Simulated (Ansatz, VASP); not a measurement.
# One calculation of Pb, two programs

File INCAR:

```
  PREC = Accurate
  ENCUT = 520
  EDIFF = 1E-6
  ISMEAR = 0
  SIGMA = 0.013000000000000001
  LREAL = F
  LASPH = T
  NELM = 100
  ALGO = Normal
  ISIF = 2
  LWAVE = F
  LCHARG = F
  GGA = PE
  NBANDS = 13
```

Contents of KPOINTS:

```
regular mesh
0
Gamma
  9 9 9
```

POSCAR

```
Pb
1.0
    0.0000000000      2.4750200000      2.4750200000
    2.4750200000      0.0000000000      2.4750200000
    2.4750200000      2.4750200000      0.0000000000
Pb
1
Direct
    0.0000000000      0.0000000000      0.0000000000
```

Contents of input.yaml:

```yaml
crystal:
  lattice:
    - [0.0, 2.47502, 2.47502]
    - [2.47502, 0.0, 2.47502]
    - [2.47502, 2.47502, 0.0]
  atoms:
    - { symbol: Pb, position: [0.0, 0.0, 0.0] }
kpoints:
  mp_grid: { grid: [9, 9, 9] }
scf:
  occupations: { method: gaussian, width: 0.013 }
hamiltonian:
  xc: pbe
  pseudopotentials: { kind: all_electron, lapw: { basis_error: 0.001 } }
output:
  forces: true
  stress: true
  eigenvalues: true
```

Alike in both runs: task single point; functional PBE; k mesh 9 × 9 × 9; occupations gaussian, width 0.013 eV; no spin polarisation.

|  | VASP | Ansatz |
| --- | --- | --- |
| version | VASP 6.6.1 | Ansatz 0.2.0 |
| potentials or method | VASP PAW PBE potentials, release 64 (Pb_d) | all-electron LAPW, scalar-relativistic |
| plane-wave cutoff (eV) | 520 | see its input |

```csv
,VASP,Ansatz,Ansatz less VASP
gap on the k mesh at the Fermi level (eV),none,none,-
pressure (GPa),2.2,2.3,+0.07
```

A gap of «none» marks a metal or a gap that the smearing closes. Ansatz ran all-electron here, so the differences hold the error of VASP's frozen core and of both bases.

Spin-orbit coupling is left out, which matters for the levels of Pb.
